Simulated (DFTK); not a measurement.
Crystal: WC (Qusongite).

```
W C
1.0
     2.90650    0.00000    0.00000
    -1.45325    2.51710    0.00000
     0.00000    0.00000    2.83660
W C
1 1
Cartesian
  0.0000 0.0000 0.0000
  1.4533 0.8390 1.4183
```

```yaml
Program: DFTK 0.8.2
Task: single point
Functional: PBE
Potentials_or_basis: dojo.nc.sr.pbe.v0_4_1.standard.upf (PBE)
Cutoff: 1116 eV
k_mesh: 10 × 10 × 9
Occupations: fermi-dirac, width 0.05 eV
Spin: no spin polarisation
```

On this cell: pressure 5.7 GPa; largest force under 0.003 eV/Å; band gap on the k mesh none (metal or under the smearing width).

The same run follows on a disturbed copy (atoms moved at random, drawn with an rms of 0.05 Å):

```xyz
2
Lattice="2.9065 0.0000 0.0000 -1.4532 2.5171 0.0000 0.0000 0.0000 2.8366" Properties=species:S:1:pos:R:3 pbc="T T T"
W     0.0076    0.0168    0.0552
C     1.5104    0.8177    1.4749
```

What does the disturbed cell give?

The energy (extrapolated to zero smearing) moves by +16.1 meV/atom; pressure 6.4 GPa; largest force 1.036 eV/Å; band gap on the k mesh none (metal or under the smearing width).

Forces in eV/Å, atoms in the order of the input:
```
W    0.830 -0.620  0.019
C   -0.830  0.620 -0.019
```

Stress tensor (GPa, compression positive):
```
 8.00 -2.15  0.03
-2.15  4.73 -0.02
 0.03 -0.02  6.48
```
